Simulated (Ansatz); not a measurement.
# Elastic constants of Ge at 18 GPa (stress–strain coefficients): input and output

Level of theory: Ansatz 0.2.0, DFT PBEsol, scalar-relativistic, plane waves, PAW.

Launched with:
```bash
ansatz run input.yaml --threads 1 --pin off --max-ram 3072MiB --backend cpu --events-out ev --progress --plain --runs-dir out
```

Input (bare energies are in eV):
```yaml
crystal:
  lattice:
    - [0.0, 2.676252587, 2.676252587]
    - [2.676252587, 0.0, 2.676252587]
    - [2.676252587, 2.676252587, 0.0]
  atoms:
    - { symbol: Ge, position: [0.5, 0.5, 0.5] }
    - { symbol: Ge, position: [0.75, 0.75, 0.75] }
basis:
  ecutwfc: 420
kpoints:
  mp_grid: { grid: [12, 12, 12] }
hamiltonian:
  xc: pbesol
scf:
  occupations: { method: gaussian, width: 0.01 }
output:
  forces: true
  stress: true
  eigenvalues: true
elastic:
  mode: relaxed_ion
```

From the output:
```
--- Elastic constants: 2 strain directions × 4 members + reference (group order 48) ---
  dense FFT box of the reference and of every strained cell: 27×27×27
  strains applied: 11, 23; error gains: componentwise 1.00 (the most a stress slope's error grows in a printed constant), spectral 1.73 (1 for all six strains in a standard setting)
  C = ∂σ_k/∂η_j (tension-positive GPa; Voigt order 11 22 33 23 13 12):
       194.173    119.080    119.080     -0.000      0.000     -0.000
       119.080    194.173    119.080      0.000     -0.000     -0.000
       119.080    119.080    194.173      0.000      0.000     -0.000
        -0.000     -0.000      0.000     72.032     -0.000      0.000
         0.000     -0.000     -0.000      0.000     72.032      0.000
        -0.000      0.000     -0.000     -0.000     -0.000     72.032
  reference stress σ⁰ (GPa):    -17.999    -17.999    -17.999     -0.000      0.000      0.000
  C* (energy form; C + prestress term) asymmetry max|C*_kj − C*_jk| = 2.842e-14 GPa — a small one proves nothing (zero by symmetry where the batch's group is 432, −43m or m−3m); a large one is finite-difference/SCF noise where every solve ...
  moduli (Voigt/Reuss/Hill, GPa): K = 144.11/144.11/144.11   G = 58.24/52.68/55.46   E = 147.46   ν = 0.329
  mechanically stable: yes (min eigenvalue of sym C = 72.03 GPa)
  strain η (Voigt 11):  stress-route row diagonal C_11 = 194.17 GPa, energy-path curvature d²(F+E_count+ΔE)/dδ²/Ω₀ = 196.29 GPa
    cells at ±δ against ±2δ: C11 194.18 and 194.21 GPa, apart by 0.01 % of the column's largest entry
         δ    σ_11 (GPa) F (eV) n_scf n_hpsi n_pw
    -4.000e-3     -18.7786       -8506.6255054       7   52766    760   relax 0 steps, max|allowed force component| 7.98e-17 eV/Å
    -2.000e-3     -18.3877       -8506.6343989       4   43198    760   relax 0 steps, max|allowed force component| 7.46e-17 eV/Å
     2.000e-3     -17.6110       -8506.6516195       7   56696    761   relax 0 steps, max|allowed force component| 5.55e-17 eV/Å
     4.000e-3     -17.2250       -8506.6599550       8   54268    765   relax 0 steps, max|allowed force component| 6.07e-17 eV/Å
  strain η (Voigt 23):  stress-route row diagonal C_44 = 72.03 GPa, energy-path curvature d²(F+E_count+ΔE)/dδ²/Ω₀ = 82.11 GPa
    cells at ±δ against ±2δ: C44 72.04 and 72.06 GPa, apart by 0.03 % of the column's largest entry
         δ    σ_23 (GPa) F (eV) n_scf n_hpsi n_pw
    -4.000e-3      -0.2882       -8506.6429475       4   63862    762   relax 3 steps, max|allowed force component| 2.88e-7 eV/Å
    -2.000e-3      -0.1441       -8506.6430636       4   61928    760   relax 2 steps, max|allowed force component| 6.93e-8 eV/Å
     2.000e-3       0.1441       -8506.6430636       4   61981    760   relax 2 steps, max|allowed force component| 3.33e-10 eV/Å
     4.000e-3       0.2882       -8506.6429475       4   63503    762   relax 2 steps, max|allowed force component| 1.31e-6 eV/Å
```

Time: 5.9 min on 1 thread of AMD EPYC 7571, on a shared host, peak memory 0.53 GiB.

The real crystal has changed phase below this pressure. The bands were filled as in an insulator; under compression the gap may have closed between mesh points.